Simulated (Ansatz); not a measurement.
# Hf2NF2 MXene monolayer in a perpendicular field

Aim: how the Hf2NF2 MXene monolayer screens a field along its normal, and what the field does to its bands. A positive field points along +c.

Main program and level: Ansatz 0.2.0; plane-wave DFT, PBE-D3(BJ), Ansatz PAW.

### Step 1. The structure

The cell holds 5 atoms: 2 F, 2 Hf and 1 N. Its edges and angles: a = 3.217 Å, b = 3.217 Å, c = 40.384 Å, α = 90.0°, β = 90.0°, γ = 120.0°. Vacuum lies along c.

### Step 2. Relaxation

The starting cell is a guess, so the in-plane lattice and the atoms are relaxed first, with the slab cut off from its images along the normal.

input.yaml

```yaml
crystal:
  lattice:
    - [3.2175, 0.0, 0.0]
    - [-1.60875, 2.7864367367, 0.0]
    - [0.0, 0.0, 40.3840795587]
  atoms:
    - { symbol: F, position: [0.3333333333, 0.6666666667, 0.4420058646] }
    - { symbol: Hf, position: [0.6666666667, 0.3333333333, 0.4685633598], spin: 1.0 }
    - { symbol: "N", position: [0.0, 0.0, 0.5] }
    - { symbol: Hf, position: [0.3333333333, 0.6666666667, 0.5314366402], spin: 1.0 }
    - { symbol: F, position: [0.6666666667, 0.3333333333, 0.5579941354] }
  periodic: [true, true, false]
magnetization:
  spin_polarized: true
kpoints:
  mp_grid: { grid: [12, 12, 1] }
hamiltonian:
  xc: pbe
  dispersion: d3bj
scf:
  occupations: { method: fermi_dirac, width: 0.05 }
  convergence: { dr2_threshold: 1.0e-09 }
relax:
  f_tol: 0.004
  max_steps: 90
  cell: {}
output:
  write_potential: true
  write_density: true
  volumetric_format: npy
```

Run with:

```console
$ ansatz run input.yaml --threads 2 --pin off --max-ram 3072MiB --backend cpu --events-out ev --progress --plain --runs-dir out
```

Numbers of over 12 decimals in the logs are rounded to 6 here.

The program printed:

```text
Warning: relax.cell: scf.convergence.dr2_threshold = 1e-9 eV is looser than the 2.31887077311e-10 eV advised for a relaxation that steers and ends on the stress (1e-10 eV for each atom of the cell: 5, times the square of relax.cell.stress_2d_tol = 0.05 N/m over 14.7 Å (the atoms' height at the walk's start and 5 Å past either face), 3.405e-2 GPa, over a crystal's default 0.05). What an SCF threshold leaves in a stress goes as its square root, and in the free energy as the threshold itself, and one threshold admits the most on a small cell: [figures from the program's tests cut] Set scf.convergence.dr2_threshold to 2.31887077311e-10 eV or tighter. [rest of the remark cut]
Engine: ansatz 0.2.0, x86_64-unknown-linux-gnu
Pseudopotentials: kind: paw
Pseudopotential: F, paw, valence charge 7, recommended cutoff 420 eV (normal), F.paw.azcp
Pseudopotential: Hf, paw, valence charge 26, recommended cutoff 420 eV (normal), Hf.paw.azcp
Pseudopotential: N, paw, valence charge 5, recommended cutoff 420 eV (normal), N.paw.azcp
Functional definition: PBE
  parameter kappa = 0.804
  parameter beta = 0.066725
  exchange = pbe_x(kappa = kappa, mu = beta*pi^2/3)
  correlation = pbe_c(beta = beta)
Crystal: 5 atoms, lattice volume = 362.058 Å³
Basis set: ecut = 420 eV, 7167 PW (Γ), exchange–correlation on 48×48×540 points (8 copies of the dense FFT grid, shifted against one another)
Bands: 44, of which v1, the nominal top of the filled ones, is band 36 counted from 1 (35 counted from 0)
Symmetry: 12 space group operations
Space group: P-3m1 (ITA 164), of the structure as read, at distance tolerance 7.1e-5 Å
Magnetic group: BNS 164.85 (UNI 1315), of the structure as read, at distance tolerance 7.1e-5 Å
k-points: 19 of 144
Non-local potential: F, projectors of the file, l = 0: 2, l = 1: 2, l = 2: 1
Non-local potential: Hf, projectors of the file, l = 0: 3, l = 1: 2, l = 2: 2, l = 3: 3
Non-local potential: N, projectors of the file, l = 0: 2, l = 1: 2, l = 2: 1
PAW form: soft (Blöchl's): semilocal exchange-correlation on the pseudo side does not see the compensation charge
PAW one-centre angular grid: F, 110 points (default); XC on 64 Gauss nodes
PAW one-centre angular grid: Hf, 590 points (default); XC on 64 Gauss nodes
PAW one-centre angular grid: N, 110 points (default); XC on 64 Gauss nodes
Initial density: superposition of atomic densities (neutral atoms: chi_scale 0, normalization atom)
Starting moments: Σ|m| = 2 μB on 2 of 5 sites
Initial wavefunctions: pseudopotential atomic-orbital guess
Functional: x = pbe(κ = 0.804, μ = 0.219515), c = pbe(β = 0.066725)
SCF iter   1: F=—  HF=-33453.087303 eV  |F-HF|=—  |Δ(HF+E_count)|=         —  Δρ=2.73e-2 (↑2.73e-2 ↓2.66e-2)  dr2=1.70e1  dr2_m=1.27e-1  M=0.634 μB ∫|m|=0.693 μB  β_m=0.30  ethr=3.10e-3  ⟨swp⟩=14.2  Hψ=10709  notcnv=0  defer=4
Mixer restart at iter 1: flushing history
preconditioner: auto → LDOS  [metal: Δε(μ)=0.044 eV  Ē_g=18.837 eV  σ=0.050 eV  W_gap=0.21  n_scr=26 (ndim 8)  ℏωp=16.0 eV  f_vac=0.810  D(μ)=1.79/eV (n_scr^D=12)]
spin=Collinear: LDOS preconditioning applied to the charge; magnetization (m = ρ↑ − ρ↓) channel mixes plain (no charge-response kernel on spin).
SCF iter   2: F=—  HF=-33450.205616 eV  |F-HF|=—  |Δ(HF+E_count)|=    2.88e0  Δρ=1.51e-2 (↑1.51e-2 ↓1.44e-2)  dr2=5.81e0  dr2_m=7.78e-2  M=0.501 μB ∫|m|=0.569 μB  β_m=0.48  ethr=3.10e-3  ⟨swp⟩=4.0  Hψ=4031  notcnv=0  defer=83
SCF iter   3: F=—  HF=-33448.984569 eV  |F-HF|=—  |Δ(HF+E_count)|=    1.22e0  Δρ=4.56e-3 (↑4.56e-3 ↓3.77e-3)  dr2=1.23e-1  dr2_m=1.67e-2  M=0.231 μB ∫|m|=0.301 μB  β_m=0.56  ethr=3.10e-3  ⟨swp⟩=5.0  Hψ=3851  notcnv=0  defer=87
SCF iter   4: F=—  HF=-33449.075697 eV  |F-HF|=—  |Δ(HF+E_count)|=         —  Δρ=2.30e-3 (↑2.30e-3 ↓1.99e-3)  dr2=1.94e-2  dr2_m=6.90e-3  M=0.064 μB ∫|m|=0.110 μB  β_m=0.56  ethr=1.74e-4  ⟨swp⟩=5.2  Hψ=4655  notcnv=0  defer=74
SCF iter   5: F=—  HF=-33449.086364 eV  |F-HF|=—  |Δ(HF+E_count)|=   1.07e-2  Δρ=9.78e-4 (↑9.78e-4 ↓8.38e-4)  dr2=3.54e-3  dr2_m=1.58e-3  M=0.035 μB ∫|m|=0.063 μB  β_m=0.74  ethr=2.73e-5  ⟨swp⟩=4.5  Hψ=4073  notcnv=0  defer=80
SCF iter   6: F=—  HF=-33449.091949 eV  |F-HF|=—  |Δ(HF+E_count)|=   5.59e-3  Δρ=2.96e-4 (↑2.86e-4 ↓2.96e-4)  dr2=7.85e-4  dr2_m=1.10e-4  M=0.010 μB ∫|m|=0.018 μB  β_m=0.61  ethr=4.98e-6  ⟨swp⟩=4.4  Hψ=4441  notcnv=0  defer=80
SCF iter   7: F=—  HF=-33449.091239 eV  |F-HF|=—  |Δ(HF+E_count)|=   7.10e-4  Δρ=1.43e-4 (↑1.33e-4 ↓1.43e-4)  dr2=1.02e-4  dr2_m=4.36e-5  M=0.005 μB ∫|m|=0.011 μB  β_m=0.80  ethr=1.11e-6  ⟨swp⟩=3.4  Hψ=4084  notcnv=0  defer=77
SCF iter   8: F=—  HF=-33449.091356 eV  |F-HF|=—  |Δ(HF+E_count)|=   1.17e-4  Δρ=3.50e-5 (↑3.08e-5 ↓3.50e-5)  dr2=6.00e-6  dr2_m=2.26e-6  M=0.001 μB ∫|m|=0.002 μB  β_m=0.78  ethr=1.44e-7  ⟨swp⟩=3.7  Hψ=4242  notcnv=0  defer=77
SCF iter   9: F=—  HF=-33449.091390 eV  |F-HF|=—  |Δ(HF+E_count)|=   3.40e-5  Δρ=1.09e-5 (↑1.09e-5 ↓1.09e-5)  dr2=5.11e-7  dr2_m=2.64e-7  M=0.000 μB ∫|m|=0.001 μB  β_m=0.89  ethr=8.45e-9  ⟨swp⟩=3.5  Hψ=3877  notcnv=0  defer=77
SCF iter  10: F=—  HF=-33449.091391 eV  |F-HF|=—  |Δ(HF+E_count)|=   1.02e-6  Δρ=6.66e-6 (↑5.38e-6 ↓6.66e-6)  dr2=5.96e-7  dr2_m=1.05e-8  M=0.000 μB ∫|m|=0.000 μB  β_m=0.75  ethr=7.20e-10  ⟨swp⟩=4.1  Hψ=4394  notcnv=0  defer=77
SCF iter  11: F=—  HF=-33449.091391 eV  |F-HF|=—  |Δ(HF+E_count)|=   8.04e-8  Δρ=1.37e-6 (↑1.37e-6 ↓1.12e-6)  dr2=1.32e-8  dr2_m=2.34e-9  M=0.000 μB ∫|m|=0.000 μB  β_m=0.69  ethr=7.20e-10  ⟨swp⟩=2.7  Hψ=3209  notcnv=0  defer=77
SCF iter  12: F=—  HF=-33449.091391 eV  |F-HF|=—  |Δ(HF+E_count)|=   1.22e-8  Δρ=7.12e-7 (↑5.11e-7 ↓7.12e-7)  dr2=7.79e-10  dr2_m=9.33e-10  M=0.000 μB ∫|m|=0.000 μB  β_m=0.81  ethr=1.86e-11  ⟨swp⟩=4.1  Hψ=4244  notcnv=0  defer=77
SCF iter  13: F=—  HF=-33449.091391 eV  |F-HF|=—  |Δ(HF+E_count)|=   1.29e-8  Δρ=3.65e-7 (↑3.65e-7 ↓2.46e-7)  dr2=5.40e-10  dr2_m=1.81e-10  M=0.000 μB ∫|m|=0.000 μB  β_m=0.80  ethr=1.10e-12  ⟨swp⟩=4.2  Hψ=4318  notcnv=0  defer=77
SCF iter  14: F=-33449.091391 eV  HF=-33449.091391 eV  |F-HF|=1.60e-10  |Δ(HF+E_count)|=   1.34e-9  Δρ=9.30e-8 (↑9.30e-8 ↓8.62e-8)  dr2=2.15e-11  dr2_m=2.10e-11  M=0.000 μB ∫|m|=0.000 μB  ethr=1.00e-12  ⟨swp⟩=9.2  Hψ=13729  notcnv=0
[...]
relax step   8: F+E_penalty+E_count = -33450.13002805 eV  Δ(F+E_penalty+E_count) = +4.615e-5 eV  max|allowed force component| = 2.654e-3 eV/Å  Δτ_max = 0.0008 Å  P = -0.000 N/m  Ω = 355.119 Å³  energy of the carried Pulay correction = +4.506e-3 eV  fix = [c, alpha, beta]  reactions: c -0.000 N/m  (7 SCF iters, accepted)
relax step   9: F+E_penalty+E_count = -33450.12598304 eV  Δ(F+E_penalty+E_count) = +4.045e-3 eV  max|allowed force component| = 2.874e-3 eV/Å  Δτ_max = 0.0000 Å  P = -0.095 N/m  Ω = 355.119 Å³  fix = [c, alpha, beta]  reactions: c -0.000 N/m  stress off target by 9.53e-2 N/m on what of the cell is left free  SCF on the basis re-selected at this cell (its energy is not comparable with the rows above)  (6 SCF iters)
relax step  10: F+E_penalty+E_count = -33450.12636389 eV  Δ(F+E_penalty+E_count) = -3.808e-4 eV  max|allowed force component| = 2.667e-3 eV/Å  Δτ_max = 0.0033 Å  P = +0.004 N/m  Ω = 354.600 Å³  energy of the carried Pulay correction = +3.473e-4 eV  fix = [c, alpha, beta]  reactions: c +0.000 N/m  (8 SCF iters, accepted)
iter 1 solved again at ethr=5.14e-7 eV; its pass at ethr=3.10e-3 eV (dr2=3.65e-4 eV) is discarded
SCF iter   1: F=—  HF=-33450.126105 eV  |F-HF|=—  |Δ(HF+E_count)|=         —  Δρ=4.19e-6 (↑4.17e-6 ↓4.19e-6)  dr2=5.26e-8  dr2_m=1.35e-11  M=0.000 μB ∫|m|=0.000 μB  β_m=0.65  ethr=5.14e-7  ⟨swp⟩=6.6  Hψ=18100  notcnv=0
eigensolver tolerance schedule: the retry pair's looser diagonalisation over-reported the residual by 6933.68 of it (diagonalisation noise at an unbounded share of the residual, at the tolerance the schedule requests for it); recorded, not acted on — ethr = c·dr2/N_el stays at c = 1.0e-1
preconditioner: auto → Resta (q_TF=auto, 2.087 Å⁻¹)  ε∞=1.8  [insulator: Δε(μ)=0.124 eV  Ē_g=18.411 eV  σ=0.050 eV  W_gap=0.54  n_scr=26 (ndim 8)  ℏωp=16.1 eV  f_vac=0.815  D(μ)=1.43/eV (n_scr^D=10)  ε∞_Penn≈1.8  vacuum switching on, ρ_ref=2.5e-2 e/Å³]
spin=Collinear: Resta preconditioning applied to the charge; magnetization (m = ρ↑ − ρ↓) channel mixes plain (no charge-response kernel on spin).
SCF iter   2: F=—  HF=-33450.125973 eV  |F-HF|=—  |Δ(HF+E_count)|=   1.32e-4  Δρ=2.85e-6 (↑2.85e-6 ↓2.84e-6)  dr2=6.68e-8  dr2_m=4.61e-12  M=0.000 μB ∫|m|=0.000 μB  β_m=0.35  ethr=7.41e-11  ⟨swp⟩=6.3  Hψ=7396  notcnv=0
SCF iter   3: F=—  HF=-33450.125973 eV  |F-HF|=—  |Δ(HF+E_count)|=   1.62e-8  Δρ=1.29e-6 (↑1.29e-6 ↓1.29e-6)  dr2=5.81e-9  dr2_m=4.70e-12  M=0.000 μB ∫|m|=0.000 μB  β_m=0.64  ethr=7.41e-11  ⟨swp⟩=2.9  Hψ=3108  notcnv=0
SCF iter   4: F=—  HF=-33450.125973 eV  |F-HF|=—  |Δ(HF+E_count)|=   4.61e-9  Δρ=3.99e-7 (↑3.98e-7 ↓3.99e-7)  dr2=1.16e-9  dr2_m=1.40e-12  M=0.000 μB ∫|m|=0.000 μB  β_m=0.64  ethr=8.19e-12  ⟨swp⟩=3.7  Hψ=4148  notcnv=0
SCF iter   5: F=-33450.125973 eV  HF=-33450.125973 eV  |F-HF|=2.18e-10  |Δ(HF+E_count)|=  6.62e-10  Δρ=2.08e-7 (↑2.08e-7 ↓2.05e-7)  dr2=2.76e-10  dr2_m=2.78e-13  M=0.000 μB ∫|m|=0.000 μB  ethr=1.41e-12  ⟨swp⟩=15.1  Hψ=17161  notcnv=0
the starting moments were not kept: the SCF closed with an absolute magnetisation of 1.2e-6 μB, where they sum to 2 μB in size (2 sites). That is at most 0.1 of that sum. Measured as dr2_m measures the in/out step, that magnetisation stands 1.5e-13 eV from none, at or under the dr2_threshold of 1.0e-9 eV: it is no larger than a step whose dr2_m would equal this threshold.
SCF 11 converged in 5 iterations: F = -33450.125973 eV  dr2 = 2.76e-10
relax step  11: F+E_penalty+E_count = -33450.12597334 eV  Δ(F+E_penalty+E_count) = +3.905e-4 eV  max|allowed force component| = 2.639e-3 eV/Å  Δτ_max = 0.0000 Å  P = -0.001 N/m  Ω = 354.600 Å³  fix = [c, alpha, beta]  reactions: c -0.000 N/m  stress off target by 8.17e-4 N/m on what of the cell is left free  SCF on the basis re-selected at this cell (its energy is not comparable with the rows above)  (5 SCF iters)
basis re-selected at this cell: Δ(F+E_penalty+E_count) = +3.905e-4 eV, ΔP = -0.005 N/m vs the last step (what re-selecting the basis moved, of the pressure what is left beyond the Pulay correction that the steps carried, after the strain that the cell walked since its last selection, with what the two solves' SCF thresholds leave and, on support functions, any second-order correction that the steps lacked; it is no m [...]
WARN: The output density's exchange-correlation potential varies sharply where the density is thin. Do not read a vacuum level from v_tot or v_xc, or from such a field of the output density. On a cell that repeats whose density bears no net charge and no dipole along the vacuum's axis use v_es (v_loc + v_h of the components); under efield.dipole_correction with no amplitude use v_es + v_field, which holds any externa [...]
SCF converged after 5 iterations
Magnetization: 0.0000 μB (35.5000 up, 35.5000 down)
Absolute magnetization: 0.0000 μB (∫|ρ↑−ρ↓|, with the PAW one-centre terms)
Spin contamination: 0.0000 ħ² per cell (⟨S²⟩ above its minimum at these occupations)
Per-site moments (μB) at R_I (Å): [(1.3052941107790283e-8, 0.948843), (1.3156718681156828e-7, 0.907455), (-1.6611206635792428e-7, 0.907455), (1.315671868342957e-7, 0.907455), (1.3052941135861208e-8, 0.948843)]
Free energy (F): -33450.125973 eV
Harris-Foulkes:  -33450.125973 eV  (|F-HF|=2.18e-10)
Internal energy: -33450.114175 eV  (E = F + TS)
E sigma→0 (E₀):  -33450.120074 eV
Entropy (-TS):   -0.011798 eV (-2.360 meV/atom)
Fermi energy:    -3.358041 eV
--- Per-component energies (eV) ---
  E_band       = -1524.299905
  E_kinetic    = 1396.476440
  E_local      = -439657.481465  (includes V_loc(G=0)·N_el)
  E_nonlocal   = -2296.606674
  E_hartree    = 218574.526965
  E_xc         = -821.170170
  E_vxc        = -815.813847  (∫ρ·V_xc dr)
  E_paw        = -14381.464132  (= ΣΔE_a)
  E_vpaw       = 2700.067924  (= ΣTr[D̂ρ^β])
  E_aug_tail   = 0.004232  (compensation charges beyond the density's cutoff)
  E_ewald      = 203736.513200
  E_disp       = -0.912572  (pairwise vdW)
  E_smearing   = -0.011798  (= −TS)
  E_closure    = -0.000000  (closes the sum)
  Σ components = -33450.125973   (vs F -33450.125973, Δ=0.00e0)
--- Forces (eV/Å), atoms counted from 1 ---
  atom   1  F      0.00000000    -0.00000000     0.00263935
  atom   2  Hf     0.00000000     0.00000000     0.00059207
  atom   3  N      0.00000000    -0.00000000     0.00000000
  atom   4  Hf     0.00000000    -0.00000000    -0.00059207
  atom   5  F      0.00000000     0.00000000    -0.00263935
  max |Σ_I F_I| component: 3.70e-17 eV/Å
--- 2D stress c σ (N/m, compression-positive) ---
       -0.000817       0.000000       0.000000
        0.000000      -0.000817       0.000000
        0.000000       0.000000       0.000000
  P = ½ c Tr σ = -0.0008 N/m
--- Band table (eV; the first three rows and the last of 38) ---
  k-point 0 ↑: bands = [... 32 lower, -9.0798, -9.0798, -3.7870, -3.6949, -3.6949, -3.2263, -2.3236, -1.3126, ... 4 higher]
  k-point 1 ↑: bands = [... 32 lower, -9.2830, -9.1140, -4.1077, -3.7074, -3.5247, -2.9238, -2.0312, -1.7172, ... 4 higher]
  k-point 2 ↑: bands = [... 32 lower, -9.6732, -9.1854, -4.8413, -3.4821, -3.0335, -2.4135, -1.9190, -1.4570, ... 4 higher]
  k-point 18 ↓: bands = [... 32 lower, -10.1998, -9.5703, -3.5473, -3.2148, -3.2148, -1.4381, -0.2780, -0.2780, ... 4 higher]
  the weakly bound empty levels are not read free of the cell's end (no_gap_told)
--- Relaxed structure (9 steps of the walk, 8 accepted, 2 SCFs on fresh bases) ---
  F+E_penalty+E_count = -33450.12597334 eV   max|allowed force component| = 2.639e-3 eV/Å   (the final SCF, on the basis selected at the relaxed cell)
  cell:  # Å, volume = 354.5996 Å³
    - [3.184188, 0.0, 0.0]
    - [-1.592094, 2.757588, 0.0]
    - [0.0, 0.0, 40.3840795587]
  atoms:
    - { symbol: F, position: [0.333333, 0.666667, 0.435847] }
    - { symbol: Hf, position: [0.666667, 0.333333, 0.470081] }
    - { symbol: N, position: [0, 0, 0.500000] }
    - { symbol: Hf, position: [0.333333, 0.666667, 0.529919] }
    - { symbol: F, position: [0.666667, 0.333333, 0.564153] }
```

Elapsed: 3.1 min, on 2 threads of Intel Xeon Platinum 8375C at 2.90GHz (Ice Lake), shared host; peak memory 0.98 GiB; 6.1 min of CPU time.

Step by step:

| step | energy less that of the first step (eV) | largest force component (eV/Å) | volume (Å³) |
| --- | --- | --- | --- |
| 1 | 0.0000 | 4.6191 | 362.06 |
| 2 | -0.9037 | 1.7711 | 365.15 |
| 3 | -1.0283 | 0.1016 | 361.91 |
| 4 | -1.0328 | 0.0847 | 359.31 |
| 5 | -1.0384 | 0.1643 | 353.61 |
| 6 | -1.0387 | 0.0279 | 355.00 |
| 7 | -1.0385 | 0.0308 | 355.27 |
| 8 | -1.0386 | 0.0027 | 355.12 |
| 9* | -1.0346 | 0.0029 | 355.12 |
| 10 | -1.0350 | 0.0027 | 354.60 |
| 11* | -1.0346 | 0.0026 | 354.60 |

Relaxation steps marked * repeat the geometry before them on a plane-wave basis chosen anew for their cell, so energy and pressure can jump there. Relaxation step 7 was tried and not accepted.

The run keeps the 12 symmetry operations that it works with, so distortions that break them were not tested.

| cell as run | before | after | change |
| --- | --- | --- | --- |
| a (Å) | 3.217 | 3.184 | -1.0 % |
| b (Å) | 3.217 | 3.184 | -1.0 % |

The atoms that moved most (Å, along periodic axes as changes of fractional coordinates times the final cell, across vacuum about the mean position):

| atom | dx | dy | dz | length |
| --- | --- | --- | --- | --- |
| F1 | 0.000 | 0.000 | -0.249 | 0.249 |
| F5 | 0.000 | 0.000 | 0.249 | 0.249 |
| Hf4 | 0.000 | 0.000 | -0.061 | 0.061 |
| Hf2 | 0.000 | 0.000 | 0.061 | 0.061 |

Final coordinates:

```xyz
5
Lattice="3.1842 0.0000 0.0000 -1.5921 2.7576 0.0000 0.0000 0.0000 40.3841" Properties=species:S:1:pos:R:3
F     0.0000    1.8384   17.6013
Hf    1.5921    0.9192   18.9838
N     0.0000    0.0000   20.1920
Hf    0.0000    1.8384   21.4003
F     1.5921    0.9192   22.7828
```

This step gave:

```yaml
energy_at_zero_smearing: -33450.1201 eV
```

The lattice constant a goes from 3.217 to 3.184 Å.

(Part 1 of 2 ends here.)

[Logs are printed without paths, hosts, clocks, repeated set-up lines and the standing remarks that a program may print on its own settings, such as how far it seeks lower states.]

[Hosts, paths, dates, database ids (printed as entryN), source tags and the programs' standing remarks are cut or masked in the printed files.]

[Maps of the electrostatic potential energy from Ansatz leave out the sawtooth potential of an applied field or a dipole correction, so their vacuum need not be flat; planar profiles and work functions include it.]
